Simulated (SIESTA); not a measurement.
Crystal: HfC.

```
Hf C
1.0
     0.00000    2.32500    2.32500
     2.32500    0.00000    2.32500
     2.32500    2.32500    0.00000
Hf C
1 1
Direct
  0.50000 0.50000 0.50000
  0.00000 0.00000 0.00000
```

Base run:

```yaml
Program: SIESTA 5.4.2
Functional: PBEsol
Potentials_or_basis: PseudoDojo 0.4 standard (PBEsol files)
Basis: TZP (energy shift 0.003 Ry; two zetas on semicore shells)
Grid_cutoff: 800 Ry
Energy_shift: 0.003 Ry
k_mesh: 10 × 10 × 10
Occupations: fermi-dirac, width 0.05 eV
Spin: no spin polarisation
```

Its results: band gap on the k mesh none (metal or under the smearing width); pressure -5.0 GPa.

Q: After a change of settings the same cell gave: band gap on the k mesh none (metal or under the smearing width); pressure -11.3 GPa. Which change was it?
A. basis from TZP (energy shift 0.003 Ry; two zetas on semicore shells) to TZDP (energy shift 0.003 Ry; two zetas on semicore shells)
B. basis from TZP (energy shift 0.003 Ry; two zetas on semicore shells) to SZP (energy shift 0.003 Ry)
C. basis from TZP (energy shift 0.003 Ry; two zetas on semicore shells) to SZ (energy shift 0.003 Ry)
D. basis from TZP (energy shift 0.003 Ry; two zetas on semicore shells) to DZP (energy shift 0.003 Ry; two zetas on semicore shells)

A: C.

Caveats: short orbitals over semicore shells can move pressures by several GPa; spin-orbit coupling is left out, which moves the levels of the heavy elements; the basis of atomic orbitals isn't converged, which shifts pressures, moduli and gaps; the basis has no polarisation orbitals (some runs).
